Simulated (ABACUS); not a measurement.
The system is KI.

```
CELL_PARAMETERS angstrom
0.00000 3.53277 3.53277
3.53277 0.00000 3.53277
3.53277 3.53277 0.00000
ATOMIC_POSITIONS crystal
I 0.50000 0.50000 0.50000
K 0.00000 0.00000 0.00000
```

| Property | Result |
| --- | --- |
| Program | ABACUS 3.10.1 |
| Task | single point |
| Functional | PBE |
| Potentials or basis | PseudoDojo NC SR 0.4.1 PBE standard |
| Cutoff | 1007 eV |
| Density cutoff | 4027 eV |
| Basis | plane waves |
| k mesh | 7 × 7 × 7 |
| Occupations | fermi-dirac, width 0.05 eV |
| Spin | no spin polarisation |

On this cell: pressure 0.6 GPa; largest force zero by symmetry; band gap on the k mesh 3.96 eV, direct.

The same run follows on a disturbed copy (atoms moved at random, drawn with an rms of 0.05 Å):

```
CELL_PARAMETERS angstrom
0.00000 3.53277 3.53277
3.53277 0.00000 3.53277
3.53277 3.53277 0.00000
ATOMIC_POSITIONS crystal
I 0.50360 0.51251 0.48597
K 0.00690 0.99881 0.99937
```

Problem. What does the disturbed cell give?

Solution. The energy moves by +1.3 meV/atom; pressure 0.6 GPa; largest force 0.075 eV/Å; band gap on the k mesh 3.96 eV, direct.

Forces on the atoms (eV/Å):
```
I   -0.001  0.064 -0.039
K    0.001 -0.064  0.039
```

Caveats: spin-orbit coupling is left out, which moves the levels of the heavy elements; an odd mesh through Γ misses points on the zone boundary, where band edges often lie.
